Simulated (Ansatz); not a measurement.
**Bands of PbS**

```yaml
crystal:
  lattice:
    - [0.00000, 2.96500, 2.96500]
    - [2.96500, 0.00000, 2.96500]
    - [2.96500, 2.96500, 0.00000]
  atoms:
    - { symbol: Pb, position: [0.00000, 0.00000, 0.00000] }
    - { symbol: S, position: [0.50000, 0.50000, 0.50000] }
```

Atom numbers follow the list: Pb1, S2.

The cell is COD entry 9000001, as deposited and not checked against the literature; nothing was relaxed.

Spin–orbit coupling is left out, though it moves levels of the heavy atoms by tenths of an eV or more.

Theory: Ansatz 0.2.0, DFT, PBE, all-electron LAPW, scalar-relativistic.

The runs use a Γ-centred 8×8×8 k mesh, Fermi–Dirac smearing of 0.01 eV, basis error target 0.5 meV/atom, no spin polarisation.

Points in fractions of the reciprocal vectors of this cell: Γ (0, 0, 0), X (0.5, 0, 0.5), U (0.625, 0.25, 0.625), K (0.375, 0.375, 0.75), L (0.5, 0.5, 0.5), W (0.5, 0.25, 0.75). The path joins them by straight lines in the order Γ–X–U–K–Γ–L–W–X; legs that retrace an earlier one aren't tabulated. Energies are in eV from the top of the valence band.

Q: Metal or insulator at this level of theory?

A: An insulator or semiconductor: gap 0.35 eV, direct at L (0.5, 0.5, 0.5) (so small a gap may close at points that the mesh and path miss).

Q: Tabulate bands 22 to 28, counted from the lowest band of the run, along the path.

A: 
| k (1/Å) | point | band 22 | band 23 | band 24 | band 25 | band 26 | band 27 | band 28 |
| --- | --- | --- | --- | --- | --- | --- | --- | --- |
| 0.00 | Γ | -6.03 | -2.19 | -2.19 | -2.19 | 5.21 | 5.21 | 5.21 |
| 0.26 |  | -6.54 | -2.39 | -2.39 | -1.39 | 3.05 | 4.87 | 4.87 |
| 0.53 |  | -7.23 | -2.85 | -2.85 | -1.73 | 2.43 | 4.72 | 4.91 |
| 0.79 |  | -7.42 | -3.99 | -3.28 | -3.28 | 4.06 | 4.44 | 5.38 |
| 1.06 | X | -7.20 | -5.21 | -3.46 | -3.46 | 3.84 | 5.57 | 5.68 |
| 1.15 |  | -7.27 | -5.19 | -3.42 | -3.38 | 3.87 | 5.53 | 5.54 |
| 1.25 |  | -7.47 | -5.11 | -3.33 | -3.17 | 3.88 | 5.17 | 5.42 |
| 1.34 |  | -7.72 | -4.97 | -3.17 | -2.86 | 3.70 | 4.67 | 5.25 |
| 1.43 | U | -7.98 | -4.79 | -2.96 | -2.49 | 3.32 | 4.12 | 5.04 |
| 1.60 |  | -8.09 | -4.57 | -3.48 | -1.63 | 2.59 | 4.12 | 4.83 |
| 1.76 |  | -8.13 | -4.18 | -4.02 | -1.04 | 1.99 | 4.38 | 4.56 |
| 1.92 |  | -8.09 | -4.57 | -3.48 | -1.63 | 2.59 | 4.12 | 4.83 |
| 2.08 | K | -7.98 | -4.79 | -2.96 | -2.49 | 3.32 | 4.12 | 5.04 |
| 2.36 |  | -8.31 | -4.03 | -2.15 | -1.22 | 1.82 | 2.68 | 4.39 |
| 2.64 |  | -7.71 | -3.12 | -1.72 | -0.59 | 1.47 | 2.50 | 4.13 |
| 2.93 |  | -6.66 | -2.43 | -1.99 | -1.57 | 3.42 | 3.91 | 4.61 |
| 3.21 | Γ | -6.03 | -2.19 | -2.19 | -2.19 | 5.21 | 5.21 | 5.21 |
| 3.44 |  | -6.49 | -2.15 | -2.15 | -1.84 | 3.98 | 4.42 | 4.42 |
| 3.67 |  | -7.46 | -2.03 | -2.03 | -1.18 | 2.35 | 3.21 | 3.21 |
| 3.90 |  | -8.42 | -1.87 | -1.87 | -0.53 | 1.09 | 2.29 | 2.29 |
| 4.12 | L | -8.85 | -1.80 | -1.80 | 0.00 | 0.35 | 1.95 | 1.95 |
| 4.31 |  | -8.75 | -2.46 | -2.07 | -0.63 | 0.92 | 2.32 | 2.86 |
| 4.50 |  | -8.48 | -3.45 | -3.03 | -1.00 | 1.55 | 3.39 | 4.02 |
| 4.69 |  | -8.13 | -4.18 | -4.02 | -1.04 | 1.99 | 4.38 | 4.56 |
| 4.87 | W | -7.95 | -4.44 | -4.44 | -1.04 | 2.18 | 4.65 | 4.65 |
| 5.01 |  | -7.86 | -4.76 | -4.10 | -1.53 | 2.78 | 4.34 | 4.99 |
| 5.14 |  | -7.62 | -5.00 | -3.78 | -2.42 | 3.99 | 4.08 | 5.28 |
| 5.27 |  | -7.33 | -5.16 | -3.54 | -3.16 | 3.90 | 5.15 | 5.49 |
| 5.40 | X | -7.20 | -5.21 | -3.46 | -3.46 | 3.84 | 5.57 | 5.68 |
